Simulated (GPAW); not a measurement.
The system is KCl.

```
K Cl
1.0
     3.83920    0.00000    0.00000
     0.00000    3.83920    0.00000
     0.00000    0.00000    3.83920
K Cl
1 1
Cartesian
  0.0000 0.0000 0.0000
  1.9196 1.9196 1.9196
```

Measurements of this composition are mostly on another form, of space group No. 225.

| Item | Value |
| --- | --- |
| Program | GPAW 26.7.0 |
| Task | single point |
| Functional | PBE |
| Potentials or basis | GPAW PAW data sets (gpaw-data 1.2.1) |
| Cutoff | 600 eV |
| Basis | pw |
| k mesh | 7 × 7 × 7 |
| Occupations | fermi-dirac, width 0.05 eV |
| Spin | no spin polarisation |

On this cell: pressure -0.1 GPa; largest force zero by symmetry; band gap on the k mesh 4.82 eV, indirect (least direct gap 5.00 eV).

The same run follows on a disturbed copy (atoms moved at random, drawn with an rms of 0.05 Å):

```
CELL_PARAMETERS angstrom
3.83920 0.00000 0.00000
0.00000 3.83920 0.00000
0.00000 0.00000 3.83920
ATOMIC_POSITIONS crystal
K 0.98999 0.00563 0.00820
Cl 0.49173 0.49777 0.50063
```

**Question.** What changes?

**Answer.** The energy moves by +0.3 meV/atom; pressure -0.1 GPa; largest force 0.027 eV/Å; band gap on the k mesh 4.82 eV, indirect (least direct gap 5.00 eV).

Forces on the atoms (eV/Å):
```
K    0.004 -0.019 -0.018
Cl  -0.004  0.019  0.018
```

Caveats: an odd mesh through Γ misses points on the zone boundary, where band edges often lie.
